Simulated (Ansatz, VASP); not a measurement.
**ZnS in VASP and in Ansatz**

```
Zn S
1.0
     0.00000    2.70200    2.70200
     2.70200    0.00000    2.70200
     2.70200    2.70200    0.00000
Zn S
1 1
Direct
  0.75000 0.75000 0.75000
  0.00000 0.00000 0.00000
```

Alike in both runs: task single point; functional PBE; k mesh 6 × 6 × 6; occupations fermi-dirac, width 0.05 eV; no spin polarisation.

```csv
,VASP,Ansatz
version,VASP 6.6.1,Ansatz 0.2.0
potentials or method,"VASP PAW PBE potentials, release 64 (Zn, S), cutoff 520 eV",all-electron PAW datasets made for the crystal
```

```csv
,VASP,Ansatz,Ansatz less VASP
gap on the k mesh at the Fermi level (eV),2.11,2.11,-0.002
least direct gap on the mesh (eV),2.11,2.11,-0.002
pressure (GPa),1.8,1.6,-0.15
```

Ansatz ran all-electron here, so the differences hold the error of VASP's frozen core and of both bases.

As with any semilocal functional, this PBE gap is likely too small.
